A voltage between tip and sample decides which electron states appear in a scanning tunnelling image. For a two-layer slab of ZrS₂, the question here is how the signal, its decay and its contrast change when the bias reaches further into the empty states, at +1.7 and +2.3 V.

Tersoff–Hamann STM of a two-layer ZrS₂ slab, computed with Ansatz 0.2.0 (PBE+D3(BJ), plane-wave PAW, 420 eV cutoff, 27 × 27 × 1 k mesh, 0.05 eV Gaussian smearing, no spin polarization). Sample bias is counted from mid-gap. Density and contrast are taken 3 Å above the topmost nuclei, and the mean density there is the set point for the corrugation.

| bias (V) | log10 mean density (log10 of e/angstrom^3) | bright over dark | corrugation (Å) | brightest over | apparent barrier at 4 angstrom (eV) |
| --- | --- | --- | --- | --- | --- |
| -2.500 | -4.059 | 4.369 | 0.533 | S | 7.926 |
| -1.700 | -4.175 | 4.099 | 0.540 | S | 7.534 |
| -1.100 | -4.537 | 2.999 | 0.430 | S | 6.890 |
| -0.750 | -4.881 | 2.393 | 0.342 | S | 6.592 |
| 0.750 | -5.231 | 11.165 | 0.813 | S | 7.941 |
| 1.100 | -4.692 | 5.943 | 0.690 | S | 6.824 |
| 1.700 | ? | ? | ? | S | ? |
| 2.300 | ? | ? | ? | S | ? |

The density is averaged over a plane 3 Å above the topmost nuclei. "Bright over dark" compares the strongest and weakest places in that plane, and the corrugation is the height through which a tip would move to keep its signal constant. The apparent barrier $\phi$ restates the decay of the mean density as an energy: the density falls as $e^{-2\kappa z}$, with $\kappa=0.512\sqrt{\phi}$ per Å and $\phi$ in eV. Each image contains every state between zero bias and the stated bias, so a larger bias of the same sign must raise the density.

**From −2.5 to −0.75 V: filled states.** Read towards zero bias, the barrier falls from 7.9 to 6.6 eV and the ratio from 4.4 to 2.4. One reason for the falling barrier is energy: states closer to zero bias lie less far below the vacuum level. Another is motion parallel to the surface. When the states are separated window by window, as is done below for +1.1 V, the deepest ones decay faster than their energy alone would make them.

**+0.75 V: the first empty states.** Empty states lie above zero bias, so energy alone would put their barrier below the vacuum level, which is 5.87 eV above zero bias. The table gives 7.94 eV. Part of the electrons' energy must therefore be tied up in motion along the surface, where it does not help them to reach into the vacuum:

$$\phi = V_0 - E + \frac{\hbar^2k^2}{2m}.$$

Here $V_0$ is the vacuum level, $E$ the energy of the state, both counted from zero bias, and $k$ its wave number along the surface.

The band structure of ZrS₂ offers a source for this motion. Its lowest empty states are known to lie at M, on the edge of the Brillouin zone. There a wave and its partner scattered by the lattice have equal wavelengths and decay equally fast, so their interference pattern survives out to the tip. Near the zone centre one almost uniform wave usually outlives its partners, and the interference fades. This fits the +0.75 V row, which has the weakest signal and the strongest contrast of the known rows. The match is not quantitative, however: a free wave exactly at M would carry 3.8 eV of in-plane energy, while this row allows at most about 2.8 eV. The window also takes in states beside M. Those on the side towards the zone centre carry less in-plane energy and reach further into the vacuum, so they may account for the difference. No momentum-resolved result is at hand to test the idea directly.

**+1.1 V: a different set of states.** About 71% of the density in this image entered after +0.75 V. The barrier and the contrast both fall, as they should if the newcomers move less along the surface. Separating them from the older states, with each part weighted by its density 4 Å above the surface, gives the newcomers a barrier of 6.50 eV. With their energy placed at the middle of the added window, their in-plane energy is about 1.56 eV.

**+1.7 and +2.3 V: the forecast.** I assume that density keeps entering at the last known rate per volt, corrected for the new decay. The in-plane energy of the newcomers is set to half the previous value, 0.78 eV. That half is a guess between two limits, all of it kept or none.

For +1.7 V the new states lie around 1.40 eV, so their barrier is $5.87-1.40+0.78=5.25$ eV. The previous step of 0.35 V added $(2.03-0.59)\times10^{-5}=1.44\times10^{-5}$ electrons per Å³. The new step of 0.6 V should add

$$1.44\times10^{-5}\times\frac{0.6}{0.35}\times e^{2\times3\times0.512(\sqrt{6.50}-\sqrt{5.25})}\approx5.5\times10^{-5}.$$

Together with the $2.03\times10^{-5}$ already present this makes $7.5\times10^{-5}$, whose logarithm is −4.12. The +1.1 V row helped to set the constants; the two forecast rows did not.

For the contrast, the logarithm of the ratio is taken as proportional to the in-plane energy of the whole window. The constant is the average from the two known empty rows, a thin basis, and the rule does not hold for filled states. The corrugation then follows as $\ln(\text{ratio})/2\kappa$, which reproduces the known rows to within 0.04 Å.

The forecasts for +1.7 and +2.3 V, in that order, are:

- log10 mean density: −4.12 and −3.80, each ±0.3
- apparent barrier: 5.6 and 5.0 eV, each ±0.8 eV
- bright over dark: 3.3 and 3.5, each within a factor of 1.8
- corrugation: 0.50 and 0.54 Å, each ±0.25 Å

In words, the density keeps rising and the barrier keeps falling. The contrast is probably weaker than at +1.1 V, with no meaningful change between the two new images. The error bars are judgements guided by the two limits.

The withheld rows as computed:

| bias (V) | log10 mean density (log10 of e/angstrom^3) | bright over dark | corrugation (Å) | brightest over | apparent barrier at 4 angstrom (eV) |
| --- | --- | --- | --- | --- | --- |
| 1.700 | -4.289 | 4.911 | 0.679 | S | 6.006 |
| 2.300 | -3.958 | 2.955 | 0.505 | S | 4.776 |

**+1.7 V: less change than forecast.** All four values lie within their error bars, but the barrier is 6.0 eV instead of 5.6, and the ratio is 4.9 instead of 3.3. The same separation as before gives the newcomers an in-plane energy of about 1.1 eV, so it fell by less than half. The corrugation hardly moved from its value at +1.1 V, although the ratio dropped. With a slower decay, the tip must travel further to make up for a given difference in brightness, which offsets part of the drop.

**+2.3 V: the larger change.** Again all four values lie within their error bars, but the forecast of similar contrast in the two new images was wrong. The ratio drops from 4.9 to 3.0 and the corrugation from 0.68 to 0.50 Å. The estimated in-plane energy of the newcomers is now only about 0.3 eV, close to none, given that their energies spread over a window of 0.6 V. Of the fall in the newcomers' in-plane energy beyond +1.1 V, the larger part thus came in this last step, whereas the model had put all of it in the step before.

The density exposes a second weakness: its logarithm was forecast too high by 0.17 at +1.7 V and by 0.16 at +2.3 V. Between these two biases the new states decay more slowly than assumed, which should have given more density than forecast, yet they supply only about 0.7 of it. The assumed supply per volt was therefore too high. A shortage of states is not the cause: with every state filled, this window holds 1.81 electrons per cell, against 1.69 at the last known rate. On average, each state must therefore bring less density to the tip than assumed. Part of the reason is where the states sit: the share of their weight on the outer sulphur atoms falls from about 13% in the window from 0.75 to 1.1 V, which set the assumed rate, to about 11% between 1.7 and 2.3 V. That drop of about a sixth is too small to explain the whole shortfall by itself. Many of the states may also decay so fast that they hardly reach the tip, which the averaged densities here cannot show. The forecast may also overrate the gain from slower decay, because it counts that decay over the full 3 Å from the nuclei.

For reading such images, the useful question is how the newly admitted states move along the surface. If a material's first empty states lie at the zone edge, its image near the onset should be faint and strongly patterned, and it should grow brighter and smoother once states nearer the zone centre join in. The corrugation is then no direct measure of atomic height. In an experiment on ZrS₂ the sequence would be shifted in voltage, because the functional used here underestimates the band gap and because zero bias is placed at mid-gap, whereas doping sets it in a real crystal. The calculation also assumes a thin slab and an s-wave tip, and it leaves out the bending of the bands by the tip's field.
